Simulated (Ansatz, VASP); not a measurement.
## As in VASP and in Ansatz

```
As
1.0
     3.09553    0.00000    0.00000
    -1.54776    2.68081    0.00000
     0.00000    0.00000    5.58600
As
2
Direct
  0.33333 0.66667 0.25000
  0.66667 0.33333 0.75000
```

Alike in both runs: task single point; functional BLYP; k mesh 14 × 14 × 7; occupations fermi-dirac, width 0.1 eV; no spin polarisation.

|  | VASP | Ansatz |
| --- | --- | --- |
| version | VASP 6.6.1 | Ansatz 0.2.0 |
| potentials or method | VASP PAW PBE potentials, release 64 (As) | plane waves (420 eV) with PAW, scalar-relativistic |
| plane-wave cutoff (eV) | 520 | 420 |
| valence electrons in the cell | 10 | 30 |

|  | VASP | Ansatz | Ansatz less VASP |
| --- | --- | --- | --- |
| pressure (GPa) | -3.8 | -4.0 | -0.14 |
| largest component of the traceless stress (GPa) | 0.48 | 0.50 | +0.021 |

The two sets of potentials don't hold the same shells in valence.

Caveats: the PAW data sets were made with another functional, which shifts forces and pressure a little (VASP).
